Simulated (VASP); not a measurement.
Set up this calculation in VASP 6.6.1, as the native input.

```yaml
Task: relaxation of cell and atoms
Functional: PBEsol
Potentials_or_basis: VASP PAW PBE potentials, release 64 (Sc_sv)
Cutoff: 600 eV
k_mesh: 15 × 15 × 8
Occupations: gaussian, width 0.1 eV
Spin: no spin polarisation
Further_INCAR_settings: ALGO = Fast; EDIFF = 1e-07; IBRION = 2; EDIFFG = -0.005; NSW = 90; ISIF = 3
```

The structure of Sc lies in POSCAR:

```
Sc
1.0
    3.2912249500      0.0000000000      0.0000000000
   -1.6456124800      2.8502844200      0.0000000000
    0.0000000000      0.0000000000      5.3325723900
Sc
2
Direct
    0.3333333300      0.6666666700      0.2500000000
    0.6666666700      0.3333333300      0.7500000000
```

One way to write it, as run:

INCAR

```
SYSTEM = Sc
ALGO = Fast ; EDIFF = 1E-7
EDIFFG = -0.005 ; ENCUT = 600
GGA = PS ; IBRION = 2
ISIF = 3 ; ISMEAR = 0
LASPH = .TRUE. ; LCHARG = .FALSE.
LREAL = .FALSE. ; LWAVE = .FALSE.
NELM = 80 ; NSW = 90
PREC = Accurate ; SIGMA = 0.1
```

KPOINTS

```
k-points
0
G
  15 15 8
  0 0 0
```

Potentials or basis: VASP PAW PBE potentials, release 64 (Sc_sv).

Launch:

```bash
$ cat potpaw_PBE.64/Sc_sv/POTCAR > POTCAR
$ mpirun -np 1 vasp_std > vasp.out
```

It gave:

| Property | Result |
| --- | --- |
| Relaxed volume | 23.67 Å³/atom |
| Relaxed cell | a = 3.279 Å, b = 3.279 Å, c = 5.085 Å, α = 90.00°, β = 90.00°, γ = 120.00° |
| Space group after relaxing (to 0.05 Å) | P6_3/mmc (No. 194) |
| Energy gained by relaxing | 19.0 meV/atom |
| Ionic steps | 7 |
| Pressure after relaxing | 0.0 GPa |
| Band gap on the k mesh | none (metal or under the smearing width) |

Caveat: the PAW data sets were made with another functional, which shifts forces and pressure a little.

It took 4.7 min on 1 thread of Intel(R) Xeon(R) 6975P-C (Granite Rapids), on a shared host, peak memory 0.27 GiB.
